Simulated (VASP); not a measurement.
# BN (F-43m) in VASP: Born charges and dielectric tensor with LDA

Aim: the Born charges and dielectric tensor of BN with LDA.

All numbers are computed with VASP 6.6.1; they aren't measurements. Logs are shortened: lines on timing, memory, paths and dates and some standing lists are left out, and cuts for length are marked.

**What was measured.**

From a printed reference work, monograph, for a bulk crystal of BN at 300 K: band gap 6.4 eV (indirect).

The runs below are set against these values where they give the same quantity.

## Step 1: The crystal as given

It takes space group F-43m (No. 216, cubic). Conventional cell: a = 3.584 Å, b = 3.584 Å, c = 3.584 Å, α = 90.00°, β = 90.00°, γ = 90.00°. Around B (site symmetry -43m) lie 4 N at 1.55 Å. Around N (site symmetry -43m) lie 4 B at 1.55 Å.

## Step 2: Born charges and dielectric tensor, LDA

File INCAR:

```
SYSTEM = BN
PREC     = Accurate       ! precision mode
ENCUT    = 520            ! plane-wave cutoff, eV
EDIFF    = 1E-8           ! SCF threshold, eV
ISMEAR   = 0              ! smearing method
SIGMA    = 0.02           ! smearing width, eV
LREAL    = .FALSE.        ! projectors in reciprocal space
LASPH    = .TRUE.         ! aspherical terms in the spheres
NELM     = 80             ! most SCF steps
ALGO     = Fast           ! electronic algorithm
ISIF     = 2              ! what is computed and relaxed
LWAVE    = .FALSE.        ! write WAVECAR
LCHARG   = .FALSE.        ! write CHGCAR
LEPSILON = .TRUE.         ! dielectric tensor by DFPT
IBRION   = 8              ! ionic algorithm
NSW      = 1              ! ionic steps
```

File KPOINTS:

```
Automatic mesh
0
G
  14 14 14
  0 0 0
```

File POSCAR:

```
BN                                      
1.0
    0.0000000000      1.7918188094      1.7918188094
    1.7918188094      0.0000000000      1.7918188094
    1.7918188094      1.7918188094      0.0000000000
  B               N             
     1     1
Direct
     0.0000000000000000    0.0000000000000000    0.0000000000000000
     0.2500000000000000    0.2500000000000000    0.2500000000000000
```

Potentials or basis: VASP PAW LDA potentials, release 64 (B, N).

The run is started by

```bash
cat potpaw_LDA.64/B/POTCAR potpaw_LDA.64/N/POTCAR > POTCAR
mpirun -np 1 vasp_std > vasp.out
```

OUTCAR:

```text
SYSTEM = BN
   PREC = Accurate
   ENCUT = 520
   EDIFF = 1E-8
   ISMEAR = 0
   LREAL = .FALSE.
   LASPH = .TRUE.
   NELM = 80
   ISIF = 2
   LEPSILON = .TRUE.
   IBRION = 8
   NSW = 1

 ion  position               nearest neighbor table
   1  0.000  0.000  0.000-   2 1.55   2 1.55   2 1.55   2 1.55
   2  0.250  0.250  0.250-   1 1.55   1 1.55   1 1.55   1 1.55

  LATTYP: Found a face centered cubic cell.
 ALAT       =     3.5836376188

  Lattice vectors:

 A1 = (   0.0000000000,   1.7918188094,   1.7918188094)
 A2 = (   1.7918188094,   0.0000000000,   1.7918188094)
 A3 = (   1.7918188094,   1.7918188094,   0.0000000000)

Analysis of symmetry for initial positions (statically):
=====================================================================
 Subroutine PRICEL returns:
 Original cell was already a primitive cell.

 Routine SETGRP: Setting up the symmetry group for a
 face centered cubic supercell.

 Subroutine GETGRP returns: Found 24 space group operations
 (whereof 24 operations were pure point group operations)
 out of a pool of 48 trial point group operations.

The static configuration has the point symmetry T_d .

Analysis of symmetry for dynamics (positions and initial velocities):
=====================================================================
 Subroutine PRICEL returns:
 Original cell was already a primitive cell.

 Routine SETGRP: Setting up the symmetry group for a
 face centered cubic supercell.

 Subroutine GETGRP returns: Found 24 space group operations
 (whereof 24 operations were pure point group operations)
 out of a pool of 48 trial point group operations.

The dynamic configuration has the point symmetry T_d .

 Subroutine INISYM returns: Found 24 space group operations
 (whereof 24 operations are pure point group operations),
 and found     1 'primitive' translations

----------------------------------------------------------------------------------------

                                     Primitive cell

  volume of cell :      11.5057

  direct lattice vectors                    reciprocal lattice vectors
     0.000000000  1.791818809  1.791818809    -0.279046072  0.279046072  0.279046072
     1.791818809  0.000000000  1.791818809     0.279046072 -0.279046072  0.279046072
     1.791818809  1.791818809  0.000000000     0.279046072  0.279046072 -0.279046072

  length of vectors
     2.534014462  2.534014462  2.534014462     0.483321974  0.483321974  0.483321974

  position of ions in fractional coordinates (direct lattice)
     0.000000000  0.000000000  0.000000000
     0.250000000  0.250000000  0.250000000

  ion indices of the primitive-cell ions
   primitive index   ion index
                 1           1
                 2           2

----------------------------------------------------------------------------------------

 KPOINTS: Automatic mesh

Automatic generation of k-mesh.
 Grid dimensions read from file:
 generate k-points for:   14   14   14

 Generating k-lattice:

  Cartesian coordinates                     Fractional coordinates (reciprocal lattice)
    -0.019931862  0.019931862  0.019931862     0.071428571  0.000000000  0.000000000
[... 415 lines left out ...]
  ---------------------------------------------------
  free energy    TOTEN  =        -0.12019651 eV

  energy without entropy =       -0.12019651

------------------------ aborting loop because EDIFF is reached ----------------------------------------

--------------------------------------- Ionic step        2  -------------------------------------------

------------------------ aborting loop because EDIFF is reached ----------------------------------------

--------------------------------------- Ionic step        3  -------------------------------------------

------------------------ aborting loop because EDIFF is reached ----------------------------------------

 PIEZOELECTRIC TENSOR FIELD DIRECTION 3  (e Angst)
 -----------------------------------------------------------------------------
    -0.00035 -0.73793  0.00000           ( -0.00000 -0.01031  0.00000)
    -0.73793 -0.00035  0.00000           ( -0.01031 -0.00000  0.00000)
     0.00000  0.00000  0.00027           (  0.00000  0.00000 -0.00000)

 PIEZOELECTRIC TENSOR FIELD DIRECTION 3  (C/m^2)
 -----------------------------------------------------------------------------
    -0.00048 -1.02757  0.00000
    -1.02757 -0.00048  0.00000
     0.00000  0.00000  0.00037

--------------------------------------- Ionic step        4  -------------------------------------------

------------------------ aborting loop because EDIFF is reached ----------------------------------------

[... ionic steps 5 to 6 ...]

--------------------------------------- Ionic step        7  -------------------------------------------

 Free energy of the ion-electron system (eV)
  ---------------------------------------------------
  ---------------------------------------------------
  free energy    TOTEN  =        -0.22711817 eV

  energy without entropy =       -0.22711817

------------------------ aborting loop because EDIFF is reached ----------------------------------------

 INTERNAL STRAIN TENSOR  FOR ION    2  DIRECTION 1   (eV/Angst):
 -----------------------------------------------------------------------------
    -0.01371  0.00000  0.00000
     0.00000  0.00784 -2.77538
     0.00000 -2.77538  0.00784

 MACROSCOPIC STATIC DIELECTRIC TENSOR (including local field effects in DFT)
 ------------------------------------------------------
           4.566092     0.000000    -0.000000
           0.000000     4.566092     0.000000
           0.000000     0.000000     4.566092
 ------------------------------------------------------

 PIEZOELECTRIC TENSOR (including local field effects)  for field in x, y, z        (e  Angst)
          XX          YY          ZZ          XY          YZ          ZX
  --------------------------------------------------------------------------------
  x    -0.00000     0.00000    -0.00000    -0.00000    -0.73835    -0.00000
  y    -0.00000     0.00000    -0.00000     0.00000    -0.00000    -0.73835
  z     0.00000    -0.00000     0.00000    -0.73835     0.00000    -0.00000

 PIEZOELECTRIC TENSOR (including local field effects)  for field in x, y, z        (C/m^2)
          XX          YY          ZZ          XY          YZ          ZX
  --------------------------------------------------------------------------------
  x    -0.00000     0.00000    -0.00000    -0.00000    -1.02817    -0.00000
  y    -0.00000     0.00000    -0.00000     0.00000    -0.00000    -1.02817
  z     0.00000    -0.00000     0.00000    -1.02817     0.00000    -0.00000

 BORN EFFECTIVE CHARGES (including local field effects) (in |e|, cummulative output)
 ---------------------------------------------------------------------------------
 ion    1
    1     1.87388    -0.00000    -0.00000
    2     0.00000     1.87388     0.00000
    3    -0.00000    -0.00000     1.87388
 ion    2
    1    -1.87388     0.00000     0.00000
    2     0.00000    -1.87388     0.00000
    3     0.00000     0.00000    -1.87388

 INTERNAL STRAIN TENSOR FOR ION    2 for displacements in x,y,z  (eV/Angst):
          X           Y           Z          XY          YZ          ZX
  --------------------------------------------------------------------------------
  x     0.00000     0.00000     0.00000     0.00000    -2.77538     0.00000
  y     0.00000     0.00000     0.00000     0.00000     0.00000    -2.77538
  z     0.00000     0.00000     0.00000    -2.77538     0.00000     0.00000

 SECOND DERIVATIVES (NOT SYMMETRIZED)
 ------------------------------------
               1X          1Y          1Z          2X          2Y          2Z
  1X   -25.540123    0.000000    0.000000   25.540123    0.000000    0.000000
  1Y     0.000000  -25.540123    0.000000    0.000000   25.540123    0.000000
  1Z     0.000000    0.000000  -25.540123    0.000000    0.000000   25.540123
  2X    25.534597    0.000000    0.000000  -25.534597    0.000000    0.000000
  2Y     0.000000   25.534597    0.000000    0.000000  -25.534597    0.000000
  2Z     0.000000    0.000000   25.534597    0.000000    0.000000  -25.534597

 Eigenvectors and eigenvalues of the dynamical matrix
 ----------------------------------------------------

   1 f  =   31.986018 THz   200.974076 2PiTHz 1066.938705 cm-1   132.283480 meV
             X         Y         Z           dx          dy          dz
      0.000000  0.000000  0.000000    -0.751223    0.000000    0.000000
      0.895909  0.895909  0.895909     0.660048    0.000000    0.000000
[... 21 lines left out ...]
   6 f/i=    0.001716 THz     0.010782 2PiTHz    0.057239 cm-1     0.007097 meV
             X         Y         Z           dx          dy          dz
      0.000000  0.000000  0.000000     0.000000   -0.660048    0.000000
      0.895909  0.895909  0.895909     0.000000   -0.751223    0.000000

--------------------------------------------------------------------------------------------------------

 MACROSCOPIC STATIC DIELECTRIC TENSOR IONIC CONTRIBUTION
 ------------------------------------------------------
           2.162521    -0.000000    -0.000000
          -0.000000     2.162521    -0.000000
          -0.000000    -0.000000     2.162521
 ------------------------------------------------------

 ELASTIC MODULI CONTR FROM IONIC RELAXATION (kBar)
 Direction    XX          YY          ZZ          XY          YZ          ZX
 --------------------------------------------------------------------------------
 XX          -0.0000      0.0000      0.0000      0.0000     -0.0000      0.0000
 YY           0.0000     -0.0000     -0.0000      0.0000      0.0000      0.0000
 ZZ           0.0000     -0.0000     -0.0000      0.0000      0.0000      0.0000
 XY           0.0000      0.0000      0.0000    -39.2971      0.0000      0.0000
 YZ          -0.0000      0.0000      0.0000      0.0000    -39.2971      0.0000
 ZX           0.0000      0.0000      0.0000      0.0000      0.0000    -39.2971
 --------------------------------------------------------------------------------

 PIEZOELECTRIC TENSOR IONIC CONTR  for field in x, y, z        (C/m^2)
          XX          YY          ZZ          XY          YZ          ZX
  --------------------------------------------------------------------------------
  x     0.00000    -0.00000    -0.00000    -0.00000     0.27430    -0.00000
  y    -0.00000    -0.00000    -0.00000    -0.00000     0.00000     0.27430
  z    -0.00000    -0.00000    -0.00000     0.27430    -0.00000    -0.00000
```

Wall time 3.4 min (1 thread of AMD EPYC 7R13 (Zen 3), shared host); peak memory 0.18 GiB.

What came out:

| Property | Result |
| --- | --- |
| Band gap on the k mesh | 4.37 eV, indirect (least direct gap 8.81 eV) |
| Electronic dielectric tensor (diagonal) | 4.57 |
| Born charges (mean of the diagonal) | B +1.87; N -1.87 e |
| Highest phonon frequency at Γ, LO-TO splitting left out | 1067 cm⁻¹ |

Levels at points of the mesh, in eV from the valence-band top:
| k point | band 1 | band 2 | band 3 | band 4 | band 5 | band 6 | band 7 | band 8 |
| --- | --- | --- | --- | --- | --- | --- | --- | --- |
| (0.00, 0.00, 0.00) | -20.37 | 0.00 | 0.00 | 0.00 | 8.81 | 8.81 | 8.81 | 10.87 |
| (0.50, 0.00, 0.00) | -15.96 | -10.96 | -2.00 | -2.00 | 10.55 | 10.71 | 10.71 | 15.28 |
| (0.50, 0.50, 0.00) | -14.55 | -9.06 | -5.06 | -5.06 | 4.37 | 9.29 | 18.10 | 18.10 |

Phonon frequencies in cm⁻¹ (negative: imaginary):
```tsv
q point	frequencies
(0.000, 0.000, 0.000)	0 0 0 1067 1067 1067
```

Electronic dielectric tensor:
```
4.57 0.00 0.00
0.00 4.57 0.00
0.00 0.00 4.57
```

Born effective charge tensors (e):
atom 1, B
```
1.87 0.00 0.00
0.00 1.87 0.00
0.00 0.00 1.87
```
atom 2, N
```
-1.87  0.00  0.00
 0.00 -1.87  0.00
 0.00  0.00 -1.87
```

## Step 3: Comparison with measurements

Step 2. A measured gap of BN is 6.4 eV (indirect; 300 K; a printed reference work, monograph); the calculated 4.37 eV misses it by -2.03 eV. The value is that of LDA on a finite k mesh, which can miss the band edges, without temperature or zero-point motion. Semilocal functionals fall short of measured gaps as a rule.
